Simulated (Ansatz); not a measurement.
# Zn7Sn8O25: the cost of one run

Method: DFT PBE, scalar-relativistic, plane waves, PAW, in Ansatz 0.2.0.

3 further runs of the same task are left out: 3 set aside as unsound or not needed.

### 1 The starting structure

The structure is trigonal, space group R-3 (No. 148). The conventional cell has a = 5.372 Å, b = 5.372 Å, c = 14.278 Å, α = 90.00°, β = 90.00°, γ = 120.00°. Around Zn (site symmetry 3) lie 6 O at 2.05 to 2.34 Å. Around Sn (site symmetry 3) lie 6 O at 2.07 to 2.14 Å. O (site symmetry 1) has 2 Zn at 2.05 to 2.34 Å and 2 Sn at 2.07 to 2.14 Å in its first shell of neighbours.

Structure file:

```
CELL_PARAMETERS angstrom
2.68581 1.55065 4.75938
-2.68581 1.55065 4.75938
0.00000 -3.10131 4.75938
ATOMIC_POSITIONS crystal
Zn 0.36636 0.36636 0.36636
Zn 0.63364 0.63364 0.63364
Sn 0.15017 0.15017 0.15017
Sn 0.84983 0.84983 0.84983
O 0.05055 0.44547 0.75978
O 0.75978 0.05055 0.44547
O 0.44547 0.75978 0.05055
O 0.94945 0.55453 0.24022
O 0.55453 0.24022 0.94945
O 0.24022 0.94945 0.55453
```

It goes back to an entry of the Materials Project, which need not be the stable form.

This cell was relaxed beforehand with the same method: volume 11.89 Å³/atom, gap on the mesh 1.35 eV.

The host's static dielectric tensor, from an earlier linear-response run, has a mean of 16.58.

The perfect supercell (rows 1 1 -1; -1 1 1; 1 -1 1 in vectors of this cell) was computed beforehand with the same settings: E(σ→0) = -88364.4032 eV for 40 atoms, gap 2.66 eV on its own mesh.

### 2 Setting up the defect

The atom at (0.366, 0.366, 0.366) of the supercell is replaced. A small random displacement (spread 0.05 Å) lets the symmetry of the site break. Its neighbours are 3 O at 2.05 Å, 3 O at 2.34 Å.

### 3 Charge state 0

input.yaml reads:

```yaml
crystal:
  lattice:
    - [0.0, 6.2026101541, 4.7593783794]
    - [-5.3716179633, -3.1013050771, 4.7593783794]
    - [5.3716179633, -3.1013050771, 4.7593783794]
  atoms:
    - { symbol: O, position: [0.3661387101, 0.3551276155, 0.366388048] }
    - { symbol: Zn, position: [0.3663585562, 0.8663585562, 0.8663585562] }
    - { symbol: Zn, position: [0.8663585562, 0.8663585562, 0.3663585562] }
    - { symbol: Zn, position: [0.8663585562, 0.3663585562, 0.8663585562] }
    - { symbol: Zn, position: [0.6336414438, 0.6336414438, 0.6336414438] }
    - { symbol: Zn, position: [0.6336414438, 0.1336414438, 0.1336414438] }
    - { symbol: Zn, position: [0.1336414438, 0.1336414438, 0.6336414438] }
    - { symbol: Zn, position: [0.1336414438, 0.6336414438, 0.1336414438] }
    - { symbol: Sn, position: [0.1501688642, 0.1501688642, 0.1501688642] }
    - { symbol: Sn, position: [0.1501688642, 0.6501688642, 0.6501688642] }
    - { symbol: Sn, position: [0.6501688642, 0.6501688642, 0.1501688642] }
    - { symbol: Sn, position: [0.6501688642, 0.1501688642, 0.6501688642] }
    - { symbol: Sn, position: [0.8498311358, 0.8498311358, 0.8498311358] }
    - { symbol: Sn, position: [0.8498311358, 0.3498311358, 0.3498311358] }
    - { symbol: Sn, position: [0.3498311358, 0.3498311358, 0.8498311358] }
    - { symbol: Sn, position: [0.3498311358, 0.8498311358, 0.3498311358] }
    - { symbol: O, position: [0.2535644349, 0.6016167752, 0.4119552484] }
    - { symbol: O, position: [0.2480100166, 0.1026243527, 0.9051649237] }
    - { symbol: O, position: [0.7480100166, 0.1026243527, 0.4051649237] }
    - { symbol: O, position: [0.7480100166, 0.6026243527, 0.9051649237] }
    - { symbol: O, position: [0.4060629291, 0.2506482244, 0.6001981778] }
    - { symbol: O, position: [0.4051649237, 0.7480100166, 0.1026243527] }
    - { symbol: O, position: [0.9051649237, 0.7480100166, 0.6026243527] }
    - { symbol: O, position: [0.9051649237, 0.2480100166, 0.1026243527] }
    - { symbol: O, position: [0.6021476624, 0.4001827512, 0.2491723848] }
    - { symbol: O, position: [0.6026243527, 0.9051649237, 0.7480100166] }
    - { symbol: O, position: [0.1026243527, 0.9051649237, 0.2480100166] }
    - { symbol: O, position: [0.1026243527, 0.4051649237, 0.7480100166] }
    - { symbol: O, position: [0.7519899834, 0.3973756473, 0.5948350763] }
    - { symbol: O, position: [0.7519899834, 0.8973756473, 0.0948350763] }
    - { symbol: O, position: [0.2519899834, 0.8973756473, 0.5948350763] }
    - { symbol: O, position: [0.2425755096, 0.3941927284, 0.0963834542] }
    - { symbol: O, position: [0.3973756473, 0.5948350763, 0.7519899834] }
    - { symbol: O, position: [0.3936690021, 0.0906015268, 0.2612735502] }
    - { symbol: O, position: [0.8973756473, 0.0948350763, 0.7519899834] }
    - { symbol: O, position: [0.8973756473, 0.5948350763, 0.2519899834] }
    - { symbol: O, position: [0.5948350763, 0.7519899834, 0.3973756473] }
    - { symbol: O, position: [0.5948350763, 0.2519899834, 0.8973756473] }
    - { symbol: O, position: [0.1074825171, 0.2575812098, 0.4011844736] }
    - { symbol: O, position: [0.0948350763, 0.7519899834, 0.8973756473] }
  host:
    lattice:
      - [2.6858089816, 1.5506525385, 4.7593783794]
      - [-2.6858089816, 1.5506525385, 4.7593783794]
      - [0.0, -3.1013050771, 4.7593783794]
    atoms:
      - { symbol: Zn, position: [0.3663585562, 0.3663585562, 0.3663585562] }
      - { symbol: Zn, position: [0.6336414438, 0.6336414438, 0.6336414438] }
      - { symbol: Sn, position: [0.1501688642, 0.1501688642, 0.1501688642] }
      - { symbol: Sn, position: [0.8498311358, 0.8498311358, 0.8498311358] }
      - { symbol: O, position: [0.0505505877, 0.4454694456, 0.7597792598] }
      - { symbol: O, position: [0.7597792598, 0.0505505877, 0.4454694456] }
      - { symbol: O, position: [0.4454694456, 0.7597792598, 0.0505505877] }
      - { symbol: O, position: [0.9494494123, 0.5545305544, 0.2402207402] }
      - { symbol: O, position: [0.5545305544, 0.2402207402, 0.9494494123] }
      - { symbol: O, position: [0.2402207402, 0.9494494123, 0.5545305544] }
basis:
  ecutwfc: 420
  xc_grid: 2
kpoints:
  mp_grid: { grid: [2, 2, 2], shift: [0.5, 0.5, 0.5] }
hamiltonian:
  xc: pbe
scf:
  occupations: { method: gaussian, width: 0.01 }
output:
  forces: true
  stress: false
  eigenvalues: true
  charged_corrections:
    defect_position: [0.36635856, 0.36635856, 0.36635856]
    epsilon: [[13.6397, 0.0, 0.0], [0.0, 13.6397, 0.0], [0.0, 0.0, 22.4588]]
  write_density: true
  write_potential: true
  elf: true
  volumetric_format: npy
relax:
  adjacent_minimum: "off"
  f_tol: 0.025
  max_steps: 45
```

Run with:

```
ansatz run input.yaml --threads 4 --pin off --max-ram 10240MiB --backend cpu --events-out ev --progress --plain --runs-dir out
```

**Question.** How long does this run take on 4 threads of Oxide Virtual Turin-like (Zen 5), shared host, and how much memory does it need?

About 5.3 min, with a peak of 2.2 GiB.
